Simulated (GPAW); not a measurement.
**W2C in GPAW: convergence with plane-wave cutoff (eV)**

W2C:

```xyz
3
Lattice="3.0700 0.0000 0.0000 -1.5350 2.6587 0.0000 0.0000 0.0000 4.6784" Properties=species:S:1:pos:R:3 pbc="T T T"
W     1.5350    0.8862    1.1868
W     0.0000    1.7725    3.4917
C     0.0000    0.0000    0.0000
```

The cell comes from a database or a generator and needn't be the stable form of this composition.

```yaml
Program: GPAW 26.7.0
Task: convergence study
Functional: LDA
Potentials_or_basis: the program's PAW data sets (release 1.2.1) made for this functional
Cutoff: 300 eV
Basis: pw
k_mesh: 6 × 6 × 4
Occupations: fermi-dirac, width 0.05 eV
Spin: no spin polarisation
```

These are the settings of the first run; the series varies plane-wave cutoff (eV), with any setting tied to it.

Hardware: 1 thread of Arm Neoverse V2 (shared host).

| plane-wave cutoff (eV) | energy less the tightest run, at zero smearing (meV/atom) | pressure (GPa) | largest force (eV/Å) | SCF cycles | CPU time (s) | peak memory (GiB) |
| --- | --- | --- | --- | --- | --- | --- |
| 300 | 281.28 | -28.19 | 0.539 | 10 | 7.1 | 0.13 |
| 350 | 119.04 | -22.92 | 0.546 | 10 | 8.3 | 0.14 |
| 400 | 47.26 | -19.58 | 0.533 | 10 | 9.6 | 0.14 |
| 500 | 10.94 | -17.09 | 0.547 | 10 | 10 | 0.15 |
| 600 | 7.61 | -16.78 | 0.547 | 10 | 16 | 0.16 |
| 700 | 6.16 | -16.84 | 0.547 | 10 | 18 | 0.18 |
| 800 | 4.15 | -16.88 | 0.548 | 10 | 23 | 0.19 |
| 1000 | 1.08 | -16.83 | 0.549 | 10 | 32 | 0.22 |
| 1200 | 0.00 | -16.78 | 0.549 | 10 | 35 | 0.25 |

Against the tightest run, the pressure stays within 0.1 GPa from 600 on; the largest force stays within 0.005 eV/Å from 500 on. Not settled before the last step: the energy (to 1 meV/atom). The tightest run that finished is the yardstick and may itself not be fully converged.

Caveat, for the tightest run too: the k mesh is coarse (spacing up to 0.39 Å⁻¹), so the values aren't converged; so large a pressure means that the cell lies far from this level's equilibrium, or that cutoff or potentials fall short. Spin-orbit coupling is left out, which matters for the levels of W.
